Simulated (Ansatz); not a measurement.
A distorted cell of LaAlO₃ (R-3c-perovskite type, space group R-3c):

```
CELL_PARAMETERS angstrom
      2.70622     1.56244     4.39751
     -2.70622     1.56244     4.39751
      0.00000    -3.12488     4.39751
ATOMIC_POSITIONS crystal
  La 0.24965 0.24965 0.25070
  La 0.74965 0.74965 0.75070
  Al 0.00716 0.01051 0.98233
  Al 0.51051 0.50716 0.48233
  O  0.78824 0.71085 0.25501
  O  0.24750 0.77978 0.72067
  O  0.70239 0.24750 0.79807
  O  0.21085 0.28824 0.75501
  O  0.74750 0.20239 0.29807
  O  0.27978 0.74750 0.22067
```

Method: PBE (plane waves to 420 eV, PAW, scalar-relativistic; Ansatz, a first-principles code). k mesh 8×8×8 (Γ-centred), Fermi-Dirac smearing 0.05 eV. Compression counts positive. LaAlO3 is run without spin polarisation. LaAlO3 was relaxed with its symmetry unable to fall. The PAW data are Ansatz's earlier set.

Task: What forces act on the atoms (eV/Å, Cartesian)?

Result: 
```
atom      Fx      Fy      Fz
----  ------  ------  ------
La1   -0.002   0.267   0.000
La2    0.002   0.267   0.000
Al3    0.145  -1.327  -0.027
Al4   -0.145  -1.327  -0.027
O5     0.020   0.177  -0.152
O6    -0.154   0.437   0.081
O7     0.185   0.445   0.099
O8    -0.020   0.177  -0.152
O9    -0.185   0.445   0.099
O10    0.154   0.437   0.081
```

Task: What is the stress tensor (GPa)?

Result: 
```
   0.31     0.00     0.00
   0.00     0.85     0.28
   0.00     0.28     0.51
```
The pressure, a third of the trace, is 0.56 GPa.

(For displaced atoms, the force is minus the slope of the energy, and its curvature is a force constant, which sets phonon frequencies.)
